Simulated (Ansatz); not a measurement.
## Band structure of Be

```
Be
1.0
     2.26478    0.00000    0.00000
    -1.13239    1.96136    0.00000
     0.00000    0.00000    3.57410
Be
2
Direct
  0.33333 0.66667 0.75000
  0.66667 0.33333 0.25000
```

Atoms are numbered in the order listed.

The cell is the one relaxed in the Materials Project (mp-87), not relaxed further here; entries there can be hypothetical.

The calculation used Ansatz 0.2.0, DFT, PBEsol, all-electron LAPW, scalar-relativistic.

Settings: a Γ-centred 21×21×11 k mesh, Fermi–Dirac smearing of 0.05 eV, basis error target 0.5 meV/atom, no spin polarisation.

Points in fractions of the reciprocal vectors of this cell: Γ (0, 0, 0), M (0.5, 0, 0), K (0.333, 0.333, 0), A (0, 0, 0.5), L (0.5, 0, 0.5), H (0.333, 0.333, 0.5). The path joins them by straight lines in the order Γ–M–K–Γ–A–L–H–A–L; legs that retrace an earlier one aren't tabulated. Energies are in eV from the Fermi level.

Question: Is there a gap?

Answer: none: bands cross the Fermi level, a metal.

Question: List the levels between -14 and 6 eV at the symmetry points.

Answer: 
Γ: -11.35, -4.50, 1.03
M: -5.04, -3.16, 3.57
K: -2.51, -1.03 (×2)
A: -9.21 (×2)
L: -3.66 (×2), 1.53 (×2)
H: -1.16 (×2), 0.31 (×2)
